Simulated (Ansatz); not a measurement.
# Vibrations of MoS2 (R3m) by finite displacements

```
Mo S
1.0
     1.56314    0.90248    5.99059
    -1.56314    0.90248    5.99059
     0.00000   -1.80496    5.99059
Mo S
1 2
Direct
  0.00008 0.00008 0.00008
  0.24710 0.24710 0.24710
  0.41981 0.41981 0.41981
```

Computed, not measured; unless marked otherwise by LDA, all-electron LAPW in Ansatz 0.2.0, scalar-relativistic. k mesh 6×6×6, fixed occupations, basis error target 1 meV/atom. The cell was relaxed by PAW under this functional, which moved its volume by -5 % from the database entry's.

Atoms are displaced by 0.01 Å in the smallest supercells that hold the wave vectors of a 2×2×2 mesh. Negative values stand for unstable modes. The zone centre has no LO-TO term.

Q: What are the phonon energies at the solved wave vectors, in THz?

A: 

```csv
q,point,modes (THz)
0.000 0.000 0.000,Gamma,"8.76 (×2), 11.66 (×2), 12.44, 14.09"
0.500 0.000 0.000,L,"4.70, 5.12, 7.14, 9.37, 10.12, 10.90, 11.11, 11.79, 12.50"
0.500 0.500 0.000,F,"4.87, 5.43, 7.06, 9.26, 10.22, 10.83, 11.17, 11.80, 12.40"
0.500 0.500 0.500,T,"1.10 (×2), 1.58, 8.62 (×2), 11.70 (×2), 12.29, 14.26"
```

Q: Is the structure dynamically stable at these wave vectors?

A: Yes, no mode is unstable there; wave vectors off this mesh aren't tested.

Q: How do the optical zone-centre modes decompose, and which are active?

A: Point group 3m: Γ_opt = 2E + 2A1.

```json
{"label": "E", "THz": "8.76", "activity": "IR and Raman", "mostly": "S (100 %)"}
{"label": "E", "THz": "11.66", "activity": "IR and Raman", "mostly": "S (60 %)"}
{"label": "A1", "THz": "12.44", "activity": "IR and Raman", "mostly": "S (100 %)"}
{"label": "A1", "THz": "14.09", "activity": "IR and Raman", "mostly": "S (60 %)"}
```

Q: How well do frozen-core PAW files reproduce these all-electron values?

A: With a cutoff of 420 eV and displacements of 0.0025 Å, the r.m.s. difference over the modes is 0.2 cm⁻¹; the largest difference is 392.8 (PAW) against 393.2 cm⁻¹ (LAPW).

Q: Linear response on PAW files adds the field. What are the dielectric tensor, the Born charges and the LO shift?

A: ε∞ = (15.66, 15.66, 7.76) along x, y, z with local fields. Born charges (xx, yy, zz): Mo1 (-1.13, -1.13, -0.91); S2 (0.57, 0.57, 0.52); S3 (0.55, 0.55, 0.39). For q along x the macroscopic field gives longitudinal modes at 391.3 (from 388.6) cm⁻¹. For q along z the macroscopic field gives longitudinal modes at 472.6 (from 469.7) cm⁻¹. Without the field the optical modes lie at 291.9 (E), 388.6 (E), 414.9 (A1), 469.7 (A1) cm⁻¹. With the ions free to follow the field, the program's ε₀ is (15.87, 15.87, 7.85).

Known limits: no dispersion correction, so the spacing and stiffness between layers or molecules are poor; the frozen-core PAW files of the compared runs were fitted under PBE, their cores solved anew for this functional; field response not resolved by the mesh; semilocal gaps are low, and ε∞ tends to come out large.
